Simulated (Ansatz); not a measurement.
Zincblende BN, relaxed with r2SCAN in the plane-wave code Ansatz. Space group F-43m (No. 216), cubic; conventional cell a = 3.610 Å, 5.88 Å³ an atom. B has 4 N at 1.56 Å; N has 4 B at 1.56 Å.

The axes x, y and z are those of this cell:
```
CELL_PARAMETERS angstrom
0.00000 1.80483 1.80483
1.80483 0.00000 1.80483
1.80483 1.80483 0.00000
ATOMIC_POSITIONS crystal
B 0.00000 0.00000 0.00000
N 0.25000 0.25000 0.25000
```

Unstrained: With PBE the valence top lies at Γ and the conduction bottom at X, 4.477 eV higher; the smallest vertical gap, at Γ, is 8.852 eV. The r2SCAN gap is indirect, 5.003 eV (Γ to X), below the direct gap of 9.587 eV at Γ. HSE06 gives an indirect gap of 5.794 eV, from Γ to X; the least direct gap is 10.592 eV at Γ. Meshes: PBE 12×12×12, r2SCAN 12×12×12, HSE06 8×8×8. Strains are changes of length per length, and xy shears are angles. After each strain the atoms were relaxed again with r2SCAN within the symmetry that the strain leaves, so tilts or polar shifts that break it weren't tested; points keep the names that they have in the unstrained zone. No spin polarisation and no zero-point or thermal motion.

**Question.** Apply epitaxial +2.0 % in the xy plane, free normal strain -0.86 %. How far does the gap move, against the unstrained cell?

**Answer.** PBE: the gap goes from 4.477 to 3.957 eV (-0.520 eV); with r2SCAN the top three valence levels at Γ, degenerate before, become 1+2 from the top over 268 meV. r2SCAN: the gap goes from 5.003 to 4.465 eV (-0.538 eV). HSE06: the gap goes from 5.794 to 5.254 eV (-0.540 eV). The r2SCAN energy rises by 13.0 meV an atom.

**Question.** Estimate what uniaxial +0.5 % along z, other directions held does to the gap.

**Answer.** PBE: the gap goes from 4.477 to 4.426 eV (-0.051 eV); the X points, equivalent before, split by 86 meV, and the conduction bottom lies at those like (0, 1/2, 1/2); with r2SCAN the top three valence levels at Γ, degenerate before, become 2+1 from the top over 51 meV. r2SCAN: the gap goes from 5.003 to 4.950 eV (-0.053 eV); the X points, equivalent before, split by 89 meV, and the conduction bottom lies at those like (0, 1/2, 1/2). HSE06: the gap goes from 5.794 to 5.741 eV (-0.053 eV); the X points, equivalent before, split by 88 meV, and the conduction bottom lies at those like (0, 1/2, 1/2). The r2SCAN energy rises by 0.4 meV an atom.

**Question.** Estimate what xy shear, engineering strain (angle) -2.0 % does to the gap.

**Answer.** PBE: the gap goes from 4.477 to 4.405 eV (-0.072 eV); with r2SCAN the top three valence levels at Γ, degenerate before, become 1+1+1 from the top over 93 meV. r2SCAN: the gap goes from 5.003 to 4.928 eV (-0.075 eV). HSE06: the gap goes from 5.794 to 5.729 eV (-0.065 eV). The r2SCAN energy rises by 3.4 meV an atom.

**Question.** Estimate what isotropic +4.0 % on every length does to the gap.

**Answer.** PBE: the gap goes from 4.477 to 4.338 eV (-0.139 eV). r2SCAN: the gap goes from 5.003 to 4.839 eV (-0.164 eV). HSE06: the gap goes from 5.794 to 5.624 eV (-0.170 eV). The r2SCAN energy rises by 93.1 meV an atom.

**Question.** Apply uniaxial +4.0 % along x, other directions held. How far does the gap move, against the unstrained cell?

**Answer.** PBE: the gap goes from 4.477 to 4.090 eV (-0.387 eV); with r2SCAN the top three valence levels at Γ, degenerate before, become 2+1 from the top over 412 meV. r2SCAN: the gap goes from 5.003 to 4.600 eV (-0.403 eV). HSE06: the gap goes from 5.794 to 5.389 eV (-0.405 eV). The r2SCAN energy rises by 23.4 meV an atom.

The meshes of the hybrids are coarse, so their gaps aren't converged to the digits shown.

The splittings at Γ are without spin-orbit coupling, which regroups them where it is of like size or larger.
